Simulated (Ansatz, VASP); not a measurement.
Mo: VASP beside Ansatz

INCAR

```
SYSTEM = Mo
  PREC = Accurate
  ENCUT = 520
  EDIFF = 1E-6
  ISMEAR = -1
  SIGMA = 0.1
  LREAL = .FALSE.
  LASPH = .TRUE.
  NELM = 80
  ALGO = Normal
  ISIF = 2
  LWAVE = .FALSE.
  LCHARG = .FALSE.
  GGA = B5
  ALDAX = 1.0
  AGGAX = 1.0
  AGGAC = 1.0
  ALDAC = 0.0
  NBANDS = 13
```

Contents of KPOINTS:

```
regular mesh
0
G
  15 15 15
  0 0 0
```

File POSCAR:

```
Mo
1.0
    0.0000000000      2.1056090116      2.1056090116
    2.1056090116      0.0000000000      2.1056090116
    2.1056090116      2.1056090116      0.0000000000
Mo
1
Direct
    0.0000000000      0.0000000000      0.0000000000
```

Input for Ansatz:

```yaml
crystal:
  lattice:
    - [0.0, 2.1056090116, 2.1056090116]
    - [2.1056090116, 0.0, 2.1056090116]
    - [2.1056090116, 2.1056090116, 0.0]
  atoms:
    - { symbol: Mo, position: [0.0, 0.0, 0.0] }
hamiltonian:
  xc: blyp
  pseudopotentials:
    kind: paw
    azcp:
      Mo: "pseudopotentials/Mo.paw.azcp"
basis:
  ecutwfc: 420
  fft_grid_basis: typed
kpoints:
  mp_grid: { grid: [15, 15, 15], shift: [0, 0, 0] }
magnetization:
  spin_polarized: false
scf:
  occupations: { method: fermi_dirac, width: 0.1 }
  lower_state_search: "off"
output:
  stress: true
```

Alike in both runs: task single point; functional BLYP; k mesh 15 × 15 × 15; occupations fermi-dirac, width 0.1 eV; no spin polarisation.

```csv
,VASP,Ansatz
version,VASP 6.6.1,Ansatz 0.2.0
potentials or method,"VASP PAW PBE potentials, release 64 (Mo_sv)","plane waves (420 eV) with PAW, scalar-relativistic"
plane-wave cutoff (eV),520,420
valence electrons in the cell,14,14
```

Ansatz gave:

| Property | Result |
| --- | --- |
| pressure (GPa) | -18.9 |

Problem. What did VASP give for the same quantities?

Solution. Pressure (GPa): -18.4.

The functional is the same, so the differences come from potentials, cutoffs and numerics.

Caveats: so large a pressure means that the cell lies far from this level's equilibrium, or that cutoff or potentials fall short (VASP); the potentials were made for another functional, which shifts forces and pressure (VASP).
